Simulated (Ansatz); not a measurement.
# Electron scattering at the Σ3 (111) boundary in bcc Mo with Re (substitutional)

Wanted: what the Σ3 (111) boundary in bcc Mo with Re (substitutional) costs an interconnect.

Program: Ansatz 0.2.0. Level of theory: Ansatz plane-wave DFT, PBE, PAW files; relaxation of a bicrystal slab with its lowest layers held; PAW set soft_1, in the first sound run; inputs show where later runs differ. Results are calculated unless marked as measured.

### Step 1. The structure

The cell holds 21 atoms: 20 Mo and 1 Re. Cell: a = 4.451 Å, b = 4.451 Å, c = 30.078 Å, α = 90.0°, β = 90.0°, γ = 120.0°. It derives from Mo. built on the (1 1 1) plane; 2 overlapping atoms removed and the grains opened by 0 Å. Vacuum lies along c.

### Step 2. Relaxing the bicrystal

The boundary is built by mirroring the lower grain in the boundary plane and removing any atoms that overlap; then the Re is put in at the boundary. A thin bicrystal slab is relaxed first, with the lowest layers held and the upper grain free to shift and open.

input.yaml

```yaml
crystal:
  lattice:
    - [4.4505300808, 0.0, 0.0]
    - [-2.2252650404, 3.8542721103, 0.0]
    - [0.0, 0.0, 30.0776736206]
  atoms:
    - { symbol: Mo, position: [0.0, 0.0, 0.1662362609] }
    - { symbol: Mo, position: [0.3333333333, 0.6666666667, 0.1964400812] }
    - { symbol: Mo, position: [0.6666666667, 0.3333333333, 0.2266439015] }
    - { symbol: Mo, position: [0.0, 0.0, 0.2568477218] }
    - { symbol: Mo, position: [0.3333333333, 0.6666666667, 0.2870515421] }
    - { symbol: Mo, position: [0.6666666667, 0.3333333333, 0.3172553623] }
    - { symbol: Mo, position: [0.0, 0.0, 0.3474591826] }
    - { symbol: Mo, position: [0.3333333333, 0.6666666667, 0.3776630029] }
    - { symbol: Mo, position: [0.6666666667, 0.3333333333, 0.4078668232] }
    - { symbol: Re, position: [0.0, 0.0, 0.4380706435] }
    - { symbol: Mo, position: [0.3333333333, 0.6666666667, 0.498478284] }
    - { symbol: Mo, position: [0.0, 0.0, 0.5286821043] }
    - { symbol: Mo, position: [0.6666666667, 0.3333333333, 0.5588859246] }
    - { symbol: Mo, position: [0.3333333333, 0.6666666667, 0.5890897449] }
    - { symbol: Mo, position: [0.0, 0.0, 0.6192935652] }
    - { symbol: Mo, position: [0.6666666667, 0.3333333333, 0.6494973855] }
    - { symbol: Mo, position: [0.3333333333, 0.6666666667, 0.6797012058] }
    - { symbol: Mo, position: [0.0, 0.0, 0.709905026] }
    - { symbol: Mo, position: [0.6666666667, 0.3333333333, 0.7401088463] }
    - { symbol: Mo, position: [0.3333333333, 0.6666666667, 0.7703126666] }
    - { symbol: Mo, position: [0.0, 0.0, 0.8005164869] }
kpoints:
  mp_grid: { grid: [6, 6, 1] }
hamiltonian:
  xc: pbe
  pseudopotentials: { kind: paw, azcp: { folder: soft_1 } }
scf:
  occupations: { method: fermi_dirac, width: 0.1 }
relax:
  f_tol: 0.03
  max_steps: 80
  constraints: [{ sites: [0, 1, 2, 3] }]
```

Run with:

```console
> ansatz run input.yaml --threads 4 --pin off --max-ram 15360MiB --backend cpu --events-out ev --progress --plain --runs-dir out
```

Numbers of over 12 decimals in the logs are rounded to 6 here.

What it wrote:

```text
Engine: ansatz 0.2.0, aarch64-unknown-linux-gnu
Pseudopotentials: kind: paw
Pseudopotential: Mo, paw, valence charge 14, recommended cutoff 420 eV (normal), soft_1/Mo.paw.azcp
Pseudopotential: Re, paw, valence charge 15, recommended cutoff 420 eV (normal), soft_1/Re.paw.azcp
Functional definition: PBE
  parameter kappa = 0.804
  parameter beta = 0.066725
  exchange = pbe_x(kappa = kappa, mu = beta*pi^2/3)
  correlation = pbe_c(beta = beta)
Crystal: 21 atoms, lattice volume = 515.939 Å³
Basis set: ecut = 420 eV, 10151 PW (Γ), exchange–correlation on 60×60×432 points (8 copies of the dense FFT grid, shifted against one another)
Bands: 177, of which v1, the nominal top of the filled ones, is band 148 counted from 1 (147 counted from 0)
Symmetry: 6 space group operations
Space group: P3m1 (ITA 156), of the structure as read, at distance tolerance 8.0e-5 Å
k-points: 7 of 36 (time reversal used)
Non-local potential: Mo, projectors of the file, l = 0: 3, l = 1: 2, l = 2: 2, l = 3: 1
Non-local potential: Re, projectors of the file, l = 0: 3, l = 1: 2, l = 2: 2, l = 3: 1
PAW form: soft (Blöchl's): semilocal exchange-correlation on the pseudo side does not see the compensation charge
PAW one-centre angular grid: Mo, 590 points (default); XC on 64 Gauss nodes
PAW one-centre angular grid: Re, 590 points (default); XC on 64 Gauss nodes
Initial density: superposition of atomic densities (neutral atoms: chi_scale 0, normalization atom)
Initial wavefunctions: pseudopotential atomic-orbital guess
Functional: x = pbe(κ = 0.804, μ = 0.219515), c = pbe(β = 0.066725)
SCF iter   1: F=—  HF=-109997.895531 eV  |F-HF|=—  |Δ(HF+E_count)|=         —  Δρ=8.97e-2  dr2=1.95e2  ethr=3.10e-3  ⟨swp⟩=7.9  Hψ=5117  notcnv=0
preconditioner: auto → LDOS  [metal: Δε(μ)=0.007 eV  Ē_g=4.370 eV  σ=0.100 eV  W_gap=0.02  n_scr=124 (ndim 8)  ℏωp=18.4 eV  f_vac=0.279  D(μ)=15.60/eV (n_scr^D=124)  β→1.0]
SCF iter   2: F=—  HF=-109990.247659 eV  |F-HF|=—  |Δ(HF+E_count)|=    7.65e0  Δρ=7.53e-2  dr2=1.97e2  ethr=3.10e-3  ⟨swp⟩=5.0  Hψ=3476  notcnv=0
SCF iter   3: F=—  HF=-109980.863821 eV  |F-HF|=—  |Δ(HF+E_count)|=    9.38e0  Δρ=1.68e-2  dr2=5.10e0  ethr=3.10e-3  ⟨swp⟩=4.3  Hψ=3243  notcnv=0
SCF iter   4: F=—  HF=-109980.542466 eV  |F-HF|=—  |Δ(HF+E_count)|=   3.21e-1  Δρ=5.92e-3  dr2=3.12e-1  ethr=1.73e-3  ⟨swp⟩=3.7  Hψ=2028  notcnv=0
SCF iter   5: F=—  HF=-109980.502025 eV  |F-HF|=—  |Δ(HF+E_count)|=   4.04e-2  Δρ=2.37e-3  dr2=7.52e-2  ethr=1.06e-4  ⟨swp⟩=3.0  Hψ=2139  notcnv=0
SCF iter   6: F=—  HF=-109980.499450 eV  |F-HF|=—  |Δ(HF+E_count)|=   2.58e-3  Δρ=6.91e-4  dr2=1.08e-2  ethr=2.55e-5  ⟨swp⟩=2.6  Hψ=1852  notcnv=0
SCF iter   7: F=—  HF=-109980.501264 eV  |F-HF|=—  |Δ(HF+E_count)|=   1.81e-3  Δρ=3.68e-4  dr2=1.74e-3  ethr=3.66e-6  ⟨swp⟩=2.0  Hψ=1641  notcnv=0
SCF iter   8: F=—  HF=-109980.501168 eV  |F-HF|=—  |Δ(HF+E_count)|=   9.59e-5  Δρ=1.16e-4  dr2=3.24e-4  ethr=5.90e-7  ⟨swp⟩=2.0  Hψ=1770  notcnv=0
SCF iter   9: F=—  HF=-109980.501175 eV  |F-HF|=—  |Δ(HF+E_count)|=   7.17e-6  Δρ=6.98e-5  dr2=7.67e-5  ethr=1.10e-7  ⟨swp⟩=2.4  Hψ=1779  notcnv=0
SCF iter  10: F=-109980.501165 eV  HF=-109980.501170 eV  |F-HF|=5.38e-6  |Δ(HF+E_count)|=   4.66e-6  Δρ=1.85e-5  dr2=9.09e-6  ethr=7.63e-9  ⟨swp⟩=4.9  Hψ=3814  notcnv=0
SCF 1 converged in 10 iterations: F = -109980.501165 eV  dr2 = 9.09e-6
  greatest PAW one-centre occupation: 1.000 electrons in one spin orbital (limit 2), on the Re atom at site 9 (counted from 0), in its partial waves of l = 0
relax step   1: F+E_penalty+E_count = -109980.50116505 eV  Δ(F+E_penalty+E_count) = +0.000e0 eV  max|allowed force component| = 1.886e0 eV/Å  Δτ_max = 0.0000 Å  (10 SCF iters, dr2 threshold 2.25e-5 eV, accepted)
Initial density: handed on by an earlier stage of this run
Initial wavefunctions: those handed on with the density
iter 1 solved again at ethr=1.17e-3 eV; its pass at ethr=3.10e-3 eV (dr2=3.44e0 eV) is discarded
SCF iter   1: F=—  HF=-109981.705200 eV  |F-HF|=—  |Δ(HF+E_count)|=         —  Δρ=1.50e-2  dr2=3.62e0  ethr=1.17e-3  ⟨swp⟩=1.1  Hψ=4243  notcnv=0
preconditioner: auto → LDOS  [metal: Δε(μ)=0.027 eV  Ē_g=3.848 eV  σ=0.100 eV  W_gap=0.07  n_scr=124 (ndim 8)  ℏωp=18.4 eV  f_vac=0.286  D(μ)=17.44/eV (n_scr^D=124)  β→1.0]
SCF iter   2: F=—  HF=-109981.587280 eV  |F-HF|=—  |Δ(HF+E_count)|=   1.18e-1  Δρ=7.04e-3  dr2=6.69e-1  ethr=1.17e-3  ⟨swp⟩=4.6  Hψ=2458  notcnv=0
SCF iter   3: F=—  HF=-109981.530548 eV  |F-HF|=—  |Δ(HF+E_count)|=   5.67e-2  Δρ=3.77e-3  dr2=1.74e-1  ethr=2.27e-4  ⟨swp⟩=3.0  Hψ=2020  notcnv=0
SCF iter   4: F=—  HF=-109981.511939 eV  |F-HF|=—  |Δ(HF+E_count)|=   1.86e-2  Δρ=5.52e-4  dr2=2.95e-3  ethr=5.91e-5  ⟨swp⟩=2.3  Hψ=1833  notcnv=0
SCF iter   5: F=—  HF=-109981.512576 eV  |F-HF|=—  |Δ(HF+E_count)|=   6.37e-4  Δρ=2.46e-4  dr2=6.50e-4  ethr=1.00e-6  ⟨swp⟩=2.7  Hψ=2247  notcnv=0
SCF iter   6: F=-109981.512549 eV  HF=-109981.512597 eV  |F-HF|=4.83e-5  |Δ(HF+E_count)|=   2.16e-5  Δρ=8.43e-5  dr2=8.09e-5  ethr=3.39e-8  ⟨swp⟩=3.6  Hψ=4868  notcnv=0
SCF 2 converged in 6 iterations: F = -109981.512549 eV  dr2 = 8.09e-5
relax step   2: F+E_penalty+E_count = -109981.51254904 eV  Δ(F+E_penalty+E_count) = -1.011e0 eV  max|allowed force component| = 1.021e0 eV/Å  Δτ_max = 0.1947 Å  (6 SCF iters, dr2 threshold 1.00e-4 eV, accepted)
iter 1 solved again at ethr=1.54e-3 eV; its pass at ethr=3.10e-3 eV (dr2=4.53e0 eV) is discarded
SCF iter   1: F=—  HF=-109982.048857 eV  |F-HF|=—  |Δ(HF+E_count)|=         —  Δρ=1.37e-2  dr2=4.94e0  ethr=1.54e-3  ⟨swp⟩=1.3  Hψ=4203  notcnv=0
preconditioner: auto → LDOS  [metal: Δε(μ)=0.074 eV  Ē_g=3.858 eV  σ=0.100 eV  W_gap=0.18  n_scr=124 (ndim 8)  ℏωp=18.4 eV  f_vac=0.288  D(μ)=17.06/eV (n_scr^D=124)  β→1.0]
SCF iter   2: F=—  HF=-109981.930104 eV  |F-HF|=—  |Δ(HF+E_count)|=   1.19e-1  Δρ=5.68e-3  dr2=4.01e-1  ethr=1.54e-3  ⟨swp⟩=3.1  Hψ=1531  notcnv=0
SCF iter   3: F=—  HF=-109981.892186 eV  |F-HF|=—  |Δ(HF+E_count)|=   3.79e-2  Δρ=3.04e-3  dr2=1.06e-1  ethr=1.36e-4  ⟨swp⟩=2.4  Hψ=2303  notcnv=0
SCF iter   4: F=—  HF=-109981.880180 eV  |F-HF|=—  |Δ(HF+E_count)|=   1.20e-2  Δρ=5.28e-4  dr2=1.97e-3  ethr=3.59e-5  ⟨swp⟩=2.0  Hψ=1790  notcnv=0
SCF iter   5: F=—  HF=-109981.881020 eV  |F-HF|=—  |Δ(HF+E_count)|=   8.41e-4  Δρ=1.45e-4  dr2=2.41e-4  ethr=6.67e-7  ⟨swp⟩=2.7  Hψ=2232  notcnv=0
SCF iter   6: F=-109981.881001 eV  HF=-109981.881017 eV  |F-HF|=1.60e-5  |Δ(HF+E_count)|=   3.42e-6  Δρ=4.82e-5  dr2=2.37e-5  ethr=2.21e-8  ⟨swp⟩=3.3  Hψ=4711  notcnv=0
SCF 3 converged in 6 iterations: F = -109981.881001 eV  dr2 = 2.37e-5
relax step   3: F+E_penalty+E_count = -109981.88100091 eV  Δ(F+E_penalty+E_count) = -3.685e-1 eV  max|allowed force component| = 5.860e-1 eV/Å  Δτ_max = 0.1997 Å  (6 SCF iters, dr2 threshold 6.51e-5 eV, accepted)
[...]
relax step   4: F+E_penalty+E_count = -109982.05231386 eV  Δ(F+E_penalty+E_count) = -1.713e-1 eV  max|allowed force component| = 2.834e-1 eV/Å  Δτ_max = 0.1945 Å  (6 SCF iters, dr2 threshold 1.00e-4 eV, accepted)
[...]
relax step   5: F+E_penalty+E_count = -109982.16461341 eV  Δ(F+E_penalty+E_count) = -1.123e-1 eV  max|allowed force component| = 1.841e-1 eV/Å  Δτ_max = 0.1931 Å  (7 SCF iters, dr2 threshold 1.88e-5 eV, accepted)
[...]
relax step   6: F+E_penalty+E_count = -109982.19735730 eV  Δ(F+E_penalty+E_count) = -3.274e-2 eV  max|allowed force component| = 9.059e-2 eV/Å  Δτ_max = 0.1695 Å  (8 SCF iters, dr2 threshold 7.93e-6 eV, accepted)
[...]
relax step   7: F+E_penalty+E_count = -109982.19837571 eV  Δ(F+E_penalty+E_count) = -1.018e-3 eV  max|allowed force component| = 2.483e-2 eV/Å  Δτ_max = 0.0134 Å  (5 SCF iters, dr2 threshold 1.99e-6 eV, accepted)
iter 1 solved again at ethr=2.78e-10 eV; its pass at ethr=3.10e-3 eV (dr2=8.19e-7 eV) is discarded
SCF iter   1: F=—  HF=-109982.198311 eV  |F-HF|=—  |Δ(HF+E_count)|=         —  Δρ=8.64e-6  dr2=8.09e-7  ethr=2.78e-10  ⟨swp⟩=2.9  Hψ=3006  notcnv=0
preconditioner: auto → LDOS  [metal: Δε(μ)=0.012 eV  Ē_g=3.939 eV  σ=0.100 eV  W_gap=0.03  n_scr=124 (ndim 8)  ℏωp=18.4 eV  f_vac=0.303  D(μ)=17.18/eV (n_scr^D=124)  β→1.0]
SCF iter   2: F=—  HF=-109982.198376 eV  |F-HF|=—  |Δ(HF+E_count)|=   6.54e-5  Δρ=5.90e-6  dr2=4.33e-7  ethr=2.74e-10  ⟨swp⟩=2.3  Hψ=2463  notcnv=0
SCF iter   3: F=-109982.198376 eV  HF=-109982.198376 eV  |F-HF|=3.83e-8  |Δ(HF+E_count)|=   1.09e-8  Δρ=2.52e-6  dr2=7.04e-8  ethr=3.39e-11  ⟨swp⟩=2.7  Hψ=4603  notcnv=0
SCF 8 converged in 3 iterations: F = -109982.198376 eV  dr2 = 7.04e-8
relax step   8: F+E_penalty+E_count = -109982.19837625 eV  Δ(F+E_penalty+E_count) = -5.439e-7 eV  max|allowed force component| = 2.487e-2 eV/Å  Δτ_max = 0.0000 Å  (3 SCF iters, accepted)
SCF converged after 3 iterations
Free energy (F): -109982.198376 eV
Harris-Foulkes:  -109982.198376 eV  (|F-HF|=3.83e-8)
Internal energy: -109981.639646 eV  (E = F + TS)
E sigma→0 (E₀):  -109981.919011 eV
Entropy (-TS):   -0.558731 eV (-26.606 meV/atom)
Fermi energy:    12.043449 eV
--- Per-component energies (eV) ---
  E_band       = -3833.847978
  E_kinetic    = 8948.136532
  E_local      = -296839.921861  (includes V_loc(G=0)·N_el)
  E_nonlocal   = 3053.184447
  E_hartree    = 144511.398071
  E_xc         = -3869.424638
  E_vxc        = -4668.311790  (∫ρ·V_xc dr)
  E_paw        = -72942.903533  (= ΣΔE_a)
  E_vpaw       = -3349.765806  (= ΣTr[D̂ρ^β])
  E_aug_tail   = 0.001042  (compensation charges beyond the density's cutoff)
  E_ewald      = 107157.890296
  E_smearing   = -0.558731  (= −TS)
  E_closure    = 0.000000  (closes the sum)
  Σ components = -109982.198376   (vs F -109982.198376, Δ=0.00e0)
--- Forces (eV/Å), atoms counted from 1 ---
  atom   1  Mo     0.00000000     0.00000000     2.00540307
  atom   2  Mo     0.00000000    -0.00000000    -0.11829481
  atom   3  Mo    -0.00000000    -0.00000000    -0.90667030
  atom   4  Mo    -0.00000000    -0.00000000    -0.97833113
  atom   5  Mo    -0.00000000     0.00000000    -0.00670274
  atom   6  Mo     0.00000000     0.00000000    -0.00176614
  atom   7  Mo     0.00000000     0.00000000     0.00724358
  atom   8  Mo    -0.00000000    -0.00000000     0.01734137
  atom   9  Mo     0.00000000     0.00000000    -0.00022347
  atom  10  Re     0.00000000    -0.00000000    -0.01192658
  atom  11  Mo     0.00000000    -0.00000000    -0.00975935
  atom  12  Mo     0.00000000    -0.00000000    -0.02486970
  atom  13  Mo     0.00000000     0.00000000     0.01644232
  atom  14  Mo    -0.00000000     0.00000000     0.01212460
  atom  15  Mo     0.00000000     0.00000000    -0.01165839
  atom  16  Mo     0.00000000     0.00000000     0.01792741
  atom  17  Mo     0.00000000    -0.00000000    -0.01022319
  atom  18  Mo    -0.00000000     0.00000000     0.01511930
  atom  19  Mo     0.00000000    -0.00000000    -0.00940269
  atom  20  Mo     0.00000000    -0.00000000     0.01253348
  atom  21  Mo     0.00000000     0.00000000    -0.01422096
  max |Σ_I F_I| component: 8.57e-5 eV/Å
--- Relaxed structure (8 steps of the walk, 8 accepted, 0 SCFs on fresh bases) ---
  F+E_penalty+E_count = -109982.19837625 eV   max|allowed force component| = 2.487e-2 eV/Å
  atoms:
    - { symbol: Mo, position: [0, 4.195854223681496e-19, 0.1662362609] }
    - { symbol: Mo, position: [0.333333, 0.666667, 0.1964400812] }
    - { symbol: Mo, position: [0.666667, 0.333333, 0.226644] }
    - { symbol: Mo, position: [0, 4.195854223681496e-19, 0.2568477218] }
    - { symbol: Mo, position: [0.333333, 0.666667, 0.287394] }
    - { symbol: Mo, position: [0.666667, 0.333333, 0.318117] }
    - { symbol: Mo, position: [4.2300000226798505e-19, 4.195854223681493e-19, 0.347947] }
    - { symbol: Mo, position: [0.333333, 0.666667, 0.379484] }
    - { symbol: Mo, position: [0.666667, 0.333333, 0.413433] }
    - { symbol: Re, position: [-4.961056305070905e-18, 4.1958542236814845e-19, 0.432345] }
    - { symbol: Mo, position: [0.333333, 0.666667, 0.475461] }
    - { symbol: Mo, position: [-1.240090799021645e-17, 4.1958542236814937e-19, 0.514369] }
    - { symbol: Mo, position: [0.666667, 0.333333, 0.539822] }
    - { symbol: Mo, position: [0.333333, 0.666667, 0.570117] }
    - { symbol: Mo, position: [-1.5000876745940584e-17, 4.1958542236814903e-19, 0.601979] }
    - { symbol: Mo, position: [0.666667, 0.333333, 0.631561] }
    - { symbol: Mo, position: [0.333333, 0.666667, 0.663269] }
    - { symbol: Mo, position: [-1.4628614870843357e-17, 4.195854223681472e-19, 0.693020] }
    - { symbol: Mo, position: [0.666667, 0.333333, 0.727291] }
    - { symbol: Mo, position: [0.333333, 0.666667, 0.751382] }
    - { symbol: Mo, position: [-2.1407625025465455e-17, 4.195854223681486e-19, 0.775807] }
```

Elapsed: 2 min, on 4 threads of Arm Neoverse V2, shared host; peak memory 2 GiB; 7.7 min of CPU time.

Relaxation path:

```csv
step,energy less that of the first step (eV),largest force component (eV/Å)
1,0.0000,1.8864
2,-1.0114,1.0207
3,-1.3798,0.5860
4,-1.5511,0.2834
5,-1.6634,0.1841
6,-1.6962,0.0906
7,-1.6972,0.0248
8,-1.6972,0.0249
```

The run keeps the 6 symmetry operations that it works with, so distortions that break them were not tested.

The atoms that moved most (Å):

```csv
atom,dx,dy,dz,length
Mo21,0.000,0.000,-0.743,0.743
Mo11,0.000,0.000,-0.692,0.692
Mo13,0.000,0.000,-0.573,0.573
Mo14,0.000,0.000,-0.571,0.571
Mo20,0.000,0.000,-0.569,0.569
Mo16,0.000,0.000,-0.539,0.539
Mo15,0.000,0.000,-0.521,0.521
Mo18,0.000,0.000,-0.508,0.508
```

Numbers from this step:

| Property | Result |
| --- | --- |
| free energy | -109982.1984 eV |
| energy at zero smearing | -109981.9190 eV |
| Fermi energy | 12.04 eV |

The largest force component on a free atom ends at 0.025 eV/Å, under the tolerance of 0.03, after 8 steps.

(Continued in part 2 of 2.)

[Logs are printed without paths, hosts, clocks, repeated set-up lines and the standing remarks that a program may print on its own settings, such as how far it seeks lower states.]

[Hosts, paths, dates, database ids (printed as entryN), source tags and the programs' standing remarks are cut or masked in the printed files.]
